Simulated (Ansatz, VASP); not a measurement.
## GaP in VASP and in Ansatz

File INCAR:

```
SYSTEM = GaP
  PREC = Accurate
  ENCUT = 520
  EDIFF = 1E-7
  ISMEAR = -1
  SIGMA = 0.05
  LREAL = .False.
  LASPH = .True.
  NELM = 60
  ALGO = Normal
  ISIF = 2
  LWAVE = .False.
  LCHARG = .True.
  GGA = PE
  LELF = .True.
  LVHAR = .True.
  NBANDS = 16
```

Contents of KPOINTS:

```
Automatic mesh
0
Gamma
  8 8 9
  0 0 0
```

File POSCAR:

```
GaP
1.0
    3.5021475848      0.0000000000      0.0000000000
    0.0000000000      3.5021475848      0.0000000000
    0.0000000000      0.0000000000      2.8394400188
Ga P
1 1
Direct
    0.0000000000      0.0000000000      0.0000000000
    0.5000000000      0.5000000000      0.5000000000
```

The input input.yaml:

```yaml
crystal:
  lattice:
    - [3.5021475848, 0.0, 0.0]
    - [0.0, 3.5021475848, 0.0]
    - [0.0, 0.0, 2.8394400188]
  atoms:
    - { symbol: Ga, position: [0.0, 0.0, 0.0] }
    - { symbol: P, position: [0.5, 0.5, 0.5] }
hamiltonian:
  xc: pbe
  pseudopotentials: { kind: paw }
kpoints:
  mp_grid: { grid: [8, 8, 9] }
scf:
  occupations: { method: fermi_dirac, width: 0.05 }
output:
  forces: true
  stress: true
  eigenvalues: true
```

The cell was built by a generator and needn't be a form met in nature.

Alike in both runs: task single point; functional PBE; k mesh 8 × 8 × 9; occupations fermi-dirac, width 0.05 eV; no spin polarisation.

|  | VASP | Ansatz |
| --- | --- | --- |
| version | VASP 6.6.1 | Ansatz 0.2.0 |
| potentials or method | VASP PAW PBE potentials, release 64 (Ga_d, P) | Ansatz PAW |
| plane-wave cutoff (eV) | 520 | 420 |
| valence electrons in the cell | 18 | 18 |

VASP gave:

```
gap on the k mesh at the Fermi level (eV)       : none
pressure (GPa)                                  : -2.8
largest component of the traceless stress (GPa) : 0.14
```

Problem. Which values does Ansatz return?

Solution. gap on the k mesh at the Fermi level (eV): none; pressure (GPa): -2.8; largest component of the traceless stress (GPa): 0.13.

A gap of «none» marks a metal or a gap that the smearing closes.
